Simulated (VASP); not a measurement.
# GaP (F-43m) in VASP: notebook, part 4 of 4

VASP 6.6.1. The steps go on from the part before.

### Step 6. G0W0 quasiparticle levels, PBE

Input file POSCAR:

```
GaP
1.0
    0.0000000000      2.7252500000      2.7252500000
    2.7252500000      0.0000000000      2.7252500000
    2.7252500000      2.7252500000      0.0000000000
Ga P
1 1
Direct
    0.0000000000      0.0000000000      0.0000000000
    0.7500000000      0.7500000000      0.7500000000
```

Input file INCAR.step1:

```
SYSTEM = GaP
PREC     = Accurate       ! precision mode
ENCUT    = 450            ! plane-wave cutoff, eV
EDIFF    = 1E-8           ! SCF threshold, eV
ISMEAR   = 0              ! smearing method
SIGMA    = 0.01           ! smearing width, eV
LREAL    = .False.        ! projectors in reciprocal space
LASPH    = .True.         ! aspherical terms in the spheres
NELM     = 80             ! most SCF steps
ALGO     = Normal         ! electronic algorithm
LWAVE    = .True.         ! write WAVECAR
LCHARG   = .False.        ! write CHGCAR
GGA      = PE             ! functional
```

Input file INCAR.step2:

```
SYSTEM = GaP
PREC     = Accurate       ! precision mode
ENCUT    = 450            ! plane-wave cutoff, eV
EDIFF    = 1E-8           ! SCF threshold, eV
ISMEAR   = 0              ! smearing method
SIGMA    = 0.01           ! smearing width, eV
LREAL    = .False.        ! projectors in reciprocal space
LASPH    = .True.         ! aspherical terms in the spheres
NELM     = 1              ! most SCF steps
ALGO     = Exact          ! electronic algorithm
LWAVE    = .True.         ! write WAVECAR
LCHARG   = .False.        ! write CHGCAR
GGA      = PE             ! functional
NBANDS   = 33             ! bands
LOPTICS  = .True.         ! frequency-dependent dielectric function
ISTART   = 1
```

Input file INCAR.step3:

```
SYSTEM = GaP
PREC     = Accurate       ! precision mode
ENCUT    = 450            ! plane-wave cutoff, eV
EDIFF    = 1E-8           ! SCF threshold, eV
ISMEAR   = 0              ! smearing method
SIGMA    = 0.01           ! smearing width, eV
LREAL    = .False.        ! projectors in reciprocal space
LASPH    = .True.         ! aspherical terms in the spheres
ALGO     = EVGW0          ! electronic algorithm
LWAVE    = .False.        ! write WAVECAR
LCHARG   = .False.        ! write CHGCAR
GGA      = PE             ! functional
NELMGW   = 1            
NBANDS   = 33             ! bands
ENCUTGW  = 100            ! cutoff of the response function
NOMEGA   = 48             ! frequency points
PRECFOCK = Fast         
ISTART   = 1            
NBANDSGW = 17
```

Input file KPOINTS:

```
Automatic mesh
0
Gamma
  4 4 4
  0 0 0
```

Potentials or basis: VASP PAW PBE potentials, release 64 (Ga_d_GW, P_GW).

On the command line:

```bash
cat potpaw_PBE.64/Ga_d_GW/POTCAR potpaw_PBE.64/P_GW/POTCAR > POTCAR
cp INCAR.step1 INCAR
mpirun -np 1 vasp_std > vasp.out
cp INCAR.step2 INCAR
mpirun -np 1 vasp_std > vasp.out
cp INCAR.step3 INCAR
mpirun -np 1 vasp_std > vasp.out
```

OUTCAR:

```text
SYSTEM = GaP
   PREC = Accurate
   ENCUT = 450
   EDIFF = 1E-8
   ISMEAR = 0
   LREAL = .False.
   LASPH = .True.
   GGA = PE
   NELMGW = 1
   ENCUTGW = 100
   PRECFOCK = Fast
   ISTART = 1

 Found      8 irreducible k-points:

 Following reciprocal coordinates:
            Coordinates               Weight
  0.000000  0.000000  0.000000      1.000000
  0.250000  0.000000  0.000000      8.000000
  0.500000  0.000000  0.000000      4.000000
  0.250000  0.250000  0.000000      6.000000
  0.500000  0.250000  0.000000     24.000000
 -0.250000  0.250000  0.000000     12.000000
   k-points           NKPTS =      8   k-points in BZ     NKDIM =     64   number of bands    NBANDS=     33
   number of dos      NEDOS =    301   number of ions     NIONS =      2
   total plane-waves  NPLWV =  21952
   dimension x,y,z NGX =    28 NGY =   28 NGZ =   28
   dimension x,y,z NGXF=    56 NGYF=   56 NGZF=   56
   ions per type =               1   1
   NGX,Y,Z   is equivalent  to a cutoff of  12.08, 12.08, 12.08 a.u.
   NGXF,Y,Z  is equivalent  to a cutoff of  24.16, 24.16, 24.16 a.u.
 SYSTEM =  GaP
   PREC   = accura    normal or accurate (medium, high low for compatibility)
   ISTART =      1    job   : 0-new  1-cont  2-samecut
   ICHARG =      0    charge: 1-file 2-atom 10-const
   ISPIN  =      1    spin polarized calculation?
   LNONCOLLINEAR =      F non collinear calculations
   LSORBIT =      F    spin-orbit coupling
   LASPH  =      T    aspherical Exc in radial PAW
   ENCUT  =  450.0 eV  33.07 Ry    5.75 a.u.   6.67  6.67  6.67*2*pi/ulx,y,z
   NELM   =     60;   NELMIN=  2; NELMDL=  0     # of ELM steps
   EDIFF  = 0.1E-07   stopping-criterion for ELM
   LREAL  =      F    real-space projection
   EDIFFG = 0.1E-06   stopping-criterion for IOM
   NSW    =      0    number of steps for IOM
   IBRION =     -1    ionic relax: 0-MD 1-quasi-New 2-CG
   NFREE  =      0    steps in history (QN), initial steepest desc. (CG)
   ISIF   =      0    stress and relaxation
   ISYM   =      3    0-nonsym 1-usesym 2-fastsym
   POTIM  = 0.5000    time-step for ionic-motion
   TEBEG  =    0.0;   TEEND  =   0.0 temperature during run
   PSTRESS=    0.0 pullay stress
   NELECT =      18.0000    total number of electrons
   NUPDOWN=      -1.0000    fix difference up-down
   EMIN   =  10.00;   EMAX   =-10.00  energy-range for DOS
   EFERMI =   0.00;   METHOD = LEGACY
   ISMEAR =     0;   SIGMA  =   0.01  broadening in eV -4-tet -1-fermi 0-gaus
   EFERMI_NEDOS =   21; number of points for ismear=-14 and -15
   IALGO  =     38    algorithm
   IMIX   =      4    mixing-type and parameters
     AMIX     =   0.40;   BMIX     =  1.00
     AMIX_MAG =   1.60;   BMIX_MAG =  1.00
  volume/ion in A,a.u.               =      20.24       136.59
  Fermi-wavevector in a.u.,A,eV,Ry     =   1.249538  2.361284 21.243377  1.561344
  Thomas-Fermi vector in A             =   2.383574
   LORBIT       =      0    0 simple, 1 ext, 2 COOP (PROOUT), +10 PAW based schemes
   GGA     = PE    functional components
   LHFCALC =     T    Hartree Fock is set to
   PRECFOCK=fast      Normal, Fast or Accurate (Low or Medium for compatibility)
   ENCUT4O =  -1.0   cutoff for four orbital integrals eV
   NKREDX  =     1    reduce k-point grid by
   NKREDY  =     1    reduce k-point grid by
   NKREDZ  =     1    reduce k-point grid by
   AEXX    =    1.0000 exact exchange contribution
   HFSCREEN=    0.0000 screening length (either q_TF or 0.3 A-1)
   HFSCREENC=   0.0000 screening length for correlation (either q_TF or 0.3 A-1)
   ENCUTFOCK=  -1.0 apply spherical cutoff to Coloumb kernel
   IVDW    =     0    specifies the selected vdW correction
   LEPSILON=     F    determine dielectric tensor
   LRPA    =     F    only Hartree local field effects (RPA)
   LRPAFORCE           =     F    calculate RPA forces
   ENCUTGW             = 100.0    cutoff for response function in eV
   ENCUTGWSOFT         =  80.0    soft cutoff for Coulomb kernel in GW response function in eV
   ENCUTLF             =  -1.0    cutoff for local field effects
   NELMGW              =     1    number of iterations in solving QP/BSE equation
   NELMHF              =     1    number of iterations in the inner HF iteration
   NKREDLFX            =     1    NKREDLFY  =   1   NKREDLFZ  =   1
 non-spin polarized calculation
 Gauss-broadening in eV      SIGMA  =   0.01
  energy-cutoff  :      450.00
  volume of cell :       40.48
 maximum number of plane-waves:       893
 NGX is ok and might be reduce to    28
  NGX = 16; NGY = 16; NGZ = 16
   NGX = 13   NGY = 13   NGZ = 13
 maximum number of plane-waves:       100
 NGX is ok and might be reduce to    14

 QP shifts <psi_nk| G(iteration)W_0 |psi_nk>: iteration 1
 for sc-GW calculations column KS-energies equals QP-energies in previous step
 and V_xc(KS)=  KS-energies - (<T + V_ion + V_H > + <T+V_H+V_ion>^1  + <V_x>^1)

 k-point   1 :       0.0000    0.0000    0.0000
  band No.  KS-energies  QP-energies   sigma(KS)   V_xc(KS)     V^pw_x(r,r')   Z            occupation Imag(sigma)

      1     -10.1875     -13.1611     -26.0208     -21.6820     -35.0065       0.6854       2.0000       0.2771
      2     -10.1875     -13.1611     -26.0208     -21.6820     -35.0065       0.6854       2.0000       0.2771
      3     -10.1875     -13.1611     -26.0208     -21.6820     -35.0065       0.6854       2.0000       0.2771
      4     -10.0895     -13.1059     -26.1940     -21.8046     -35.1401       0.6872       2.0000       0.2409
      5     -10.0895     -13.1059     -26.1940     -21.8046     -35.1401       0.6872       2.0000       0.2409
      6      -8.0950      -8.2514     -11.6041     -11.3612     -18.6679       0.6442       2.0000       1.0942
[... 9 lines left out ...]
     16      14.1112      14.9305      -9.7400     -10.8309      -5.0050       0.7510       0.0000      -0.2777
     17      16.8233      17.1731      -7.7605      -8.2236      -2.4419       0.7554       0.0000      -0.5134

 k-point   2 :       0.2500    0.0000    0.0000
  band No.  KS-energies  QP-energies   sigma(KS)   V_xc(KS)     V^pw_x(r,r')   Z            occupation Imag(sigma)

      1     -10.2303     -13.1262     -25.6991     -21.4605     -34.6785       0.6832       2.0000       0.2986
      2     -10.1729     -13.1538     -26.0546     -21.7093     -35.0402       0.6860       2.0000       0.2758
      3     -10.1729     -13.1538     -26.0546     -21.7093     -35.0402       0.6860       2.0000       0.2758
      4     -10.0883     -13.1125     -26.1949     -21.8067     -35.1446       0.6892       2.0000       0.2406
      5     -10.0883     -13.1125     -26.1949     -21.8067     -35.1446       0.6892       2.0000       0.2406
      6      -7.3192      -7.5244     -12.0372     -11.7329     -18.8636       0.6744       2.0000       1.0204
[... 9 lines left out ...]
     16      14.3166      14.6037      -7.5286      -7.9052      -2.4759       0.7623       0.0000      -0.3539
     17      17.4821      18.0620      -8.3080      -9.0756      -2.9315       0.7555       0.0000      -0.5787

 k-point   3 :       0.5000    0.0000    0.0000
  band No.  KS-energies  QP-energies   sigma(KS)   V_xc(KS)     V^pw_x(r,r')   Z            occupation Imag(sigma)

      1     -10.2674     -13.1133     -25.4952     -21.3210     -34.4730       0.6818       2.0000       0.3141
      2     -10.1630     -13.1477     -26.0706     -21.7216     -35.0527       0.6863       2.0000       0.2738
      3     -10.1630     -13.1477     -26.0706     -21.7216     -35.0527       0.6863       2.0000       0.2738
      4     -10.0822     -13.1137     -26.2132     -21.8246     -35.1706       0.6908       2.0000       0.2419
      5     -10.0822     -13.1137     -26.2132     -21.8246     -35.1706       0.6908       2.0000       0.2419
      6      -6.0259      -6.2487     -12.7693     -12.4495     -19.2284       0.6969       2.0000       0.8647
[... 9 lines left out ...]
     16      16.0030      16.9427      -9.6879     -10.9302      -4.3569       0.7564       0.0000      -0.5117
     17      17.9675      18.6326      -9.5224     -10.4018      -3.9528       0.7562       0.0000      -0.7290

 k-point   4 :       0.2500    0.2500    0.0000
  band No.  KS-energies  QP-energies   sigma(KS)   V_xc(KS)     V^pw_x(r,r')   Z            occupation Imag(sigma)

      1     -10.2534     -13.1345     -25.6431     -21.4233     -34.6264       0.6828       2.0000       0.3027
      2     -10.1560     -13.1536     -26.1003     -21.7446     -35.0877       0.6882       2.0000       0.2739
      3     -10.1560     -13.1536     -26.1003     -21.7446     -35.0877       0.6882       2.0000       0.2739
      4     -10.1056     -13.0973     -26.1315     -21.7567     -35.0756       0.6838       2.0000       0.2426
      5     -10.0787     -13.1140     -26.2157     -21.8251     -35.1690       0.6913       2.0000       0.2400
      6      -7.0576      -7.2569     -12.0821     -11.7859     -18.8213       0.6728       2.0000       0.9937
[... 9 lines left out ...]
     16      17.0962      17.7690      -8.3534      -9.2350      -2.9831       0.7632       0.0000      -0.5672
     17      18.9883      19.4485      -8.1939      -8.7995      -2.6365       0.7599       0.0000      -0.7538

 k-point   5 :       0.5000    0.2500    0.0000
  band No.  KS-energies  QP-energies   sigma(KS)   V_xc(KS)     V^pw_x(r,r')   Z            occupation Imag(sigma)

      1     -10.2787     -13.1173     -25.5027     -21.3332     -34.4910       0.6808       2.0000       0.3149
      2     -10.1491     -13.1555     -26.1044     -21.7452     -35.0858       0.6897       2.0000       0.2705
      3     -10.1413     -13.1563     -26.1316     -21.7718     -35.1191       0.6916       2.0000       0.2724
      4     -10.1041     -13.1104     -26.1415     -21.7653     -35.0902       0.6870       2.0000       0.2436
      5     -10.0770     -13.1210     -26.2186     -21.8297     -35.1758       0.6936       2.0000       0.2398
      6      -5.7031      -5.9074     -12.7217     -12.4268     -19.0610       0.6928       2.0000       0.8183
[... 9 lines left out ...]
     16      17.5457      18.5484      -9.9350     -11.2792      -4.2473       0.7459       0.0000      -0.6927
     17      18.0984      18.6148      -8.0241      -8.7082      -2.6648       0.7549       0.0000      -0.5853

 k-point   6 :      -0.2500    0.2500    0.0000
  band No.  KS-energies  QP-energies   sigma(KS)   V_xc(KS)     V^pw_x(r,r')   Z            occupation Imag(sigma)

      1     -10.2621     -13.1157     -25.5414     -21.3593     -34.5281       0.6824       2.0000       0.3128
      2     -10.1588     -13.1526     -26.0853     -21.7284     -35.0644       0.6871       2.0000       0.2709
      3     -10.1541     -13.1528     -26.1027     -21.7493     -35.0917       0.6888       2.0000       0.2752
      4     -10.0909     -13.1039     -26.1818     -21.7972     -35.1319       0.6872       2.0000       0.2407
      5     -10.0877     -13.1147     -26.1900     -21.8038     -35.1428       0.6901       2.0000       0.2412
      6      -6.2140      -6.4261     -12.4980     -12.1883     -18.9822       0.6849       2.0000       0.8815
[... 9 lines left out ...]
     16      17.6647      18.5830      -9.7798     -11.0028      -4.1112       0.7508       0.0000      -0.6800
     17      17.9832      18.5961      -8.1911      -9.0014      -2.8025       0.7564       0.0000      -0.5769

 [... further k-points ...]
```

Wall time 48 s (1 thread of Intel Xeon Platinum 8488C (Sapphire Rapids), shared host); peak memory 0.3 GiB.

The run converged, but some of its settings lie outside the range that counts as converged, so its numbers aren't taken as properties of the crystal.

Results:

- Band gap on the k mesh, mean-field level: 1.63 eV, indirect (least direct gap 1.82 eV)
- Quasiparticle gap: 1.97 eV
- Least direct quasiparticle gap: 2.77 eV

Caveat: the k mesh is coarse (spacing up to 0.50 Å⁻¹), so the values aren't converged; the cutoff is under 1.25 times the usual one of these potentials, so pressure, stress and relaxed cells hold a basis-set (Pulay) error; bands, screening cutoff and mesh are small and nothing is extrapolated, so the quasiparticle values aren't converged.

### Step 7. For comparison

An earlier run on the cell as given: functional PBE; potentials or basis VASP PAW PBE potentials, release 64 (Ga_d, P); cutoff 520 eV; k mesh 8 × 8 × 8; occupations fermi-dirac, width 0.05 eV; no spin polarisation.

* Pressure: 2.5 GPa
* Band gap on the k mesh: 1.64 eV, indirect (least direct gap 1.83 eV)
